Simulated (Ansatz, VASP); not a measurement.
## B in VASP and in Ansatz

```
CELL_PARAMETERS angstrom
-1.17020 1.17020 1.17020
1.17020 -1.17020 1.17020
1.17020 1.17020 -1.17020
ATOMIC_POSITIONS crystal
B 0.00000 0.00000 0.00000
```

Alike in both runs: task single point; functional LDA; k mesh 22 × 22 × 22; occupations fermi-dirac, width 0.1 eV; no spin polarisation.

|  | VASP | Ansatz |
| --- | --- | --- |
| version | VASP 6.6.1 | Ansatz 0.2.0 |
| potentials or method | VASP PAW LDA potentials, release 64 (B) | plane waves (420 eV) with PAW, scalar-relativistic |
| plane-wave cutoff (eV) | 520 | 420 |
| valence electrons in the cell | 3 | 3 |

|  | VASP | Ansatz | Ansatz less VASP |
| --- | --- | --- | --- |
| pressure (GPa) | -16.2 | -16.4 | -0.19 |

Ansatz warned: «pseudo_functional_mismatch».

Caveats: so large a pressure means that the cell lies far from this level's equilibrium, or that cutoff or potentials fall short (VASP).
